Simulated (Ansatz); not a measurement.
Crystal: CuO.

```
Cu O
1.0
     4.16094    0.00000    0.00000
     0.00000    4.16094    0.00000
     0.00000    0.00000    3.88764
Cu O
3 3
Direct
  0.50000 0.00000 0.50000
  0.00000 0.50000 0.50000
  0.00000 0.00000 0.00000
  0.00000 0.00000 0.50000
  0.50000 0.00000 0.00000
  0.00000 0.50000 0.00000
```

Measurements of this composition are mostly on another form, of space group No. 15.

Base run:

| Quantity | Value |
| --- | --- |
| Program | Ansatz 0.2.0 |
| Functional | revPBE |
| Potentials or basis | Ansatz PAW |
| Cutoff | 420 eV (not typed: the program's choice for these potentials) |
| k mesh | 7 × 7 × 7 |
| Occupations | fermi-dirac, width 0.05 eV |
| Spin | no spin polarisation |

Its results: band gap on the k mesh none (metal or under the smearing width); pressure 5.3 GPa.

Task: The run is repeated on the same cell with these changes: functional from revPBE to LDA. What comes out?

Result: Band gap on the k mesh none (metal or under the smearing width); pressure -11.5 GPa.

LDA binds more tightly than revPBE, so the same cell stands under less pressure.

Caveats: an odd number of electrons without spin polarisation forces a metal; a magnetic or distorted state may lie lower; the run has no spin polarisation, though such a crystal can be magnetic; semilocal functionals often make such compounds metallic where correlation or magnetic order opens a gap, which also shifts bond lengths; the PAW data sets come from PBE, with cores solved anew for the run's functional, which leaves a small shift of forces and pressure.
